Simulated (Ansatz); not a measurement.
# Te: one crystal by all-electron and frozen-core methods

Aim: solve Te at one geometry with all-electron LAPW, frozen-core PAW and datasets made for this crystal, and see where they agree.

Program: Ansatz 0.2.0. Level of theory: DFT LDA, scalar-relativistic. These are calculated values, not measurements.

**1. The structure to begin with**

The structure is trigonal, space group P3_121 (No. 152). The conventional cell has a = 4.458 Å, b = 4.458 Å, c = 5.925 Å, α = 90.00°, β = 90.00°, γ = 120.00°. Te (site symmetry 2) has 2 Te at 2.79 Å in its first shell of neighbours.

As a file:

```cif
data_structure
_symmetry_space_group_name_H-M 'P 1'
_symmetry_Int_Tables_number 1
_cell_length_a 4.4580
_cell_length_b 4.4580
_cell_length_c 5.9250
_cell_angle_alpha 90.000
_cell_angle_beta 90.000
_cell_angle_gamma 120.000
_cell_volume 101.98
loop_
_atom_site_label
_atom_site_type_symbol
_atom_site_fract_x
_atom_site_fract_y
_atom_site_fract_z
_atom_site_occupancy
Te1 Te 0.74500 0.00000 0.33333 1
Te2 Te 0.00000 0.74500 0.66667 1
Te3 Te 0.25500 0.25500 0.00000 1
```

The structure is an experimental refinement, used without relaxation.

Atoms are numbered in the order of the input: Te1, Te2, Te3.

**2. All-electron LAPW**

The input, input.yaml:

```yaml
crystal:
  lattice:
    - [4.4579994587, 0.0, 0.0]
    - [-2.2289997294, 3.8607407813, 0.0]
    - [0.0, 0.0, 5.925]
  atoms:
    - { symbol: Te, position: [0.745, 0.0, 0.3333333333] }
    - { symbol: Te, position: [0.0, 0.745, 0.6666666667] }
    - { symbol: Te, position: [0.255, 0.255, 0.0] }
kpoints:
  mp_grid: { grid: [9, 9, 6] }
  band_path:
    path:
      - [0.0, 0.0, 0.0]
      - [0.5, 0.0, 0.0]
      - [0.3333333333, 0.3333333333, 0.0]
      - [0.0, 0.0, 0.0]
      - [0.0, 0.0, 0.5]
      - [0.5, 0.0, 0.5]
      - [0.3333333333, 0.3333333333, 0.5]
      - [0.0, 0.0, 0.5]
      - [0.5, 0.0, 0.5]
    npoints: 14
scf:
  occupations: { method: fermi_dirac, width: 0.08 }
hamiltonian:
  xc: lda
  pseudopotentials: { kind: all_electron, lapw: { basis_error: 0.0005 } }
output:
  forces: true
  stress: true
  eigenvalues: true
  populations: true
  dos: { projected: true, de: 0.2, e_range: [-14, 8] }
```

On the command line:

```sh
$ ansatz run input.yaml --threads 1 --pin off --max-ram 4096MiB --backend cpu --events-out ev --progress --plain --runs-dir out
```

**3. Frozen-core PAW**

Edit input.yaml of step 2 so:

```diff
@@ -27,3 +27,3 @@
   xc: lda
-  pseudopotentials: { kind: all_electron, lapw: { basis_error: 0.0005 } }
+  pseudopotentials: { kind: paw }
 output:
@@ -32,3 +32,9 @@
   eigenvalues: true
+  efg: { contact_densities: true }
   populations: true
+  bader: true
   dos: { projected: true, de: 0.2, e_range: [-14, 8] }
+  write_density: true
+  write_potential: true
+  elf: true
+  volumetric_format: npy
```

**4. Datasets made for this crystal**

Edit input.yaml of step 3 so:

```diff
@@ -22,3 +22,3 @@
       - [0.5, 0.0, 0.5]
-    npoints: 14
+    npoints: 8
 scf:
@@ -27,3 +27,3 @@
   xc: lda
-  pseudopotentials: { kind: paw }
+  pseudopotentials: { kind: all_electron, datasets: crystal }
 output:
@@ -33,8 +33 @@
   efg: { contact_densities: true }
-  populations: true
-  bader: true
-  dos: { projected: true, de: 0.2, e_range: [-14, 8] }
-  write_density: true
-  write_potential: true
-  elf: true
-  volumetric_format: npy
```

(Steps that only read results are left out.)

Q: Predict the outcome of this session. Wanted: pressure; gap; largest force; Bader charges; highest ELF.

**Answer**, as computed:

| quantity | value |
| --- | --- |
| pressure | LAPW -0.30, PAW -0.32, crystal datasets -0.30 GPa |
| gap (LAPW) | 0.09 eV |
| largest force | LAPW 0.480, PAW 0.480, crystal datasets 0.480 eV/Å |
| Bader charges (PAW) | Te1 +0.00 e |
| highest ELF (PAW) | 0.76, 1.28 Å from Te |

In words: The pressure is within half a GPa of zero, so the volume is close to equilibrium at this level. The gap is 0.09 eV. Spin-orbit coupling is left out, though the cell holds Te; it can shift such gaps by tenths of an eV. The top eV of the valence band is mostly Te 5p (95 % of the projected weight). The projection holds only the free atom's occupied shells (Te 5s, Te 5p in this range). The field gradient at Te1, the largest by crystal datasets, is -58.11 by PAW and -58.26 by crystal datasets (10²¹ V/m²), within 5 %. No spin–orbit coupling: at heavy atoms the gradients can be off by tens of per cent for that reason. PAW lies -0.02 GPa from LAPW in pressure and less than 0.01 eV in the gap. The forces differ by at most 1 meV/Å in a component, on a largest force of 0.480 eV/Å. LAPW took about 2.1 times as long as PAW (59 s against 28 s, on a shared host and with the outputs that each input asks for).
